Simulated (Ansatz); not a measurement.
# WSe2: the cost of one run

Method: DFT PBE, scalar-relativistic, plane waves, PAW, in Ansatz 0.2.0.

### Step 1. The starting structure

Symmetry: P-6m2, No. 187, hexagonal system. The conventional cell has a = 3.318 Å, b = 3.318 Å, c = 16.658 Å, α = 90.00°, β = 90.00°, γ = 120.00°. Around W (site symmetry -6m2) lie 6 Se at 2.54 Å. Se (site symmetry 3m) is surrounded by 3 W at 2.54 Å.

Structure file:

```
W Se
1.0
    -6.63588   11.49367    0.00000
     6.63588   11.49367    0.00000
     1.65897    2.87342  -16.65814
W Se
16 32
Direct
  0.50000 0.00000 0.00000
  0.50000 0.25000 0.00000
  0.75000 0.00000 0.00000
  0.00000 0.00000 0.00000
  0.00000 0.25000 0.00000
  0.00000 0.50000 0.00000
  0.00000 0.75000 0.00000
  0.25000 0.00000 0.00000
  0.25000 0.25000 0.00000
  0.25000 0.50000 0.00000
  0.50000 0.50000 0.00000
  0.50000 0.75000 0.00000
  0.75000 0.25000 0.00000
  0.75000 0.50000 0.00000
  0.75000 0.75000 0.00000
  0.25000 0.75000 0.00000
  0.83333 0.10828 0.90021
  0.33333 0.10828 0.90021
  0.33333 0.35828 0.90021
  0.33333 0.60828 0.90021
  0.58333 0.10828 0.90021
  0.58333 0.35828 0.90021
  0.83333 0.35828 0.90021
  0.83333 0.60828 0.90021
  0.83333 0.85828 0.90021
  0.08333 0.10828 0.90021
  0.08333 0.35828 0.90021
  0.08333 0.60828 0.90021
  0.08333 0.85828 0.90021
  0.33333 0.85828 0.90021
  0.58333 0.60828 0.90021
  0.58333 0.85828 0.90021
  0.83333 0.05839 0.09979
  0.33333 0.05839 0.09979
  0.33333 0.30839 0.09979
  0.33333 0.55839 0.09979
  0.58333 0.05839 0.09979
  0.58333 0.30839 0.09979
  0.83333 0.30839 0.09979
  0.83333 0.55839 0.09979
  0.83333 0.80839 0.09979
  0.08333 0.05839 0.09979
  0.08333 0.30839 0.09979
  0.08333 0.55839 0.09979
  0.08333 0.80839 0.09979
  0.33333 0.80839 0.09979
  0.58333 0.55839 0.09979
  0.58333 0.80839 0.09979
```

The runs take a perfect supercell of 48 atoms; the defect goes to fractional position (0.833, 0.108, 0.900).

### Step 2. The perfect supercell

Contents of input.yaml:

```yaml
crystal:
  lattice:
    - [-6.635875, 11.493672, 1.0e-06]
    - [6.635876, 11.493672, 2.0e-06]
    - [1.658969, 2.873418, -16.658142]
  atoms:
    - { symbol: W, position: [0.5, 0.0, 0.0] }
    - { symbol: W, position: [0.5, 0.25, 0.0] }
    - { symbol: W, position: [0.75, 0.0, 0.0] }
    - { symbol: W, position: [0.0, 0.0, 0.0] }
    - { symbol: W, position: [0.0, 0.25, 0.0] }
    - { symbol: W, position: [0.0, 0.5, 0.0] }
    - { symbol: W, position: [0.0, 0.75, 0.0] }
    - { symbol: W, position: [0.25, 0.0, 0.0] }
    - { symbol: W, position: [0.25, 0.25, 0.0] }
    - { symbol: W, position: [0.25, 0.5, 0.0] }
    - { symbol: W, position: [0.5, 0.5, 0.0] }
    - { symbol: W, position: [0.5, 0.75, 0.0] }
    - { symbol: W, position: [0.75, 0.25, 0.0] }
    - { symbol: W, position: [0.75, 0.5, 0.0] }
    - { symbol: W, position: [0.75, 0.75, 0.0] }
    - { symbol: W, position: [0.25, 0.75, 0.0] }
    - { symbol: Se, position: [0.833333, 0.10828, 0.900214] }
    - { symbol: Se, position: [0.333333, 0.10828, 0.900214] }
    - { symbol: Se, position: [0.333333, 0.35828, 0.900214] }
    - { symbol: Se, position: [0.333333, 0.60828, 0.900214] }
    - { symbol: Se, position: [0.583333, 0.10828, 0.900214] }
    - { symbol: Se, position: [0.583333, 0.35828, 0.900214] }
    - { symbol: Se, position: [0.833333, 0.35828, 0.900214] }
    - { symbol: Se, position: [0.833333, 0.60828, 0.900214] }
    - { symbol: Se, position: [0.833333, 0.85828, 0.900214] }
    - { symbol: Se, position: [0.083333, 0.10828, 0.900214] }
    - { symbol: Se, position: [0.083333, 0.35828, 0.900214] }
    - { symbol: Se, position: [0.083333, 0.60828, 0.900214] }
    - { symbol: Se, position: [0.083333, 0.85828, 0.900214] }
    - { symbol: Se, position: [0.333333, 0.85828, 0.900214] }
    - { symbol: Se, position: [0.583333, 0.60828, 0.900214] }
    - { symbol: Se, position: [0.583333, 0.85828, 0.900214] }
    - { symbol: Se, position: [0.833333, 0.058387, 0.099786] }
    - { symbol: Se, position: [0.333333, 0.058387, 0.099786] }
    - { symbol: Se, position: [0.333333, 0.308387, 0.099786] }
    - { symbol: Se, position: [0.333333, 0.558387, 0.099786] }
    - { symbol: Se, position: [0.583333, 0.058387, 0.099786] }
    - { symbol: Se, position: [0.583333, 0.308387, 0.099786] }
    - { symbol: Se, position: [0.833333, 0.308387, 0.099786] }
    - { symbol: Se, position: [0.833333, 0.558387, 0.099786] }
    - { symbol: Se, position: [0.833333, 0.808387, 0.099786] }
    - { symbol: Se, position: [0.083333, 0.058387, 0.099786] }
    - { symbol: Se, position: [0.083333, 0.308387, 0.099786] }
    - { symbol: Se, position: [0.083333, 0.558387, 0.099786] }
    - { symbol: Se, position: [0.083333, 0.808387, 0.099786] }
    - { symbol: Se, position: [0.333333, 0.808387, 0.099786] }
    - { symbol: Se, position: [0.583333, 0.558387, 0.099786] }
    - { symbol: Se, position: [0.583333, 0.808387, 0.099786] }
basis:
  ecutwfc: 420
  fft_grid_basis: typed
kpoints:
  mp_grid: { grid: [1, 1, 1] }
hamiltonian:
  xc: pbe
  pseudopotentials: { kind: paw }
scf:
  occupations: { method: gaussian, width: 0.05 }
output:
  forces: true
  stress: false
  eigenvalues: true
  bader: false
  write_density: true
  volumetric_format: npy
```

Launch:

```
$ ansatz run input.yaml --threads 8 --pin off --max-ram 16384MiB --backend cpu --events-out ev --progress --plain --runs-dir out
```

What time and memory should one allow on 8 threads of Arm Neoverse V2, shared host?

About 12 s, with a peak of 3.3 GiB.
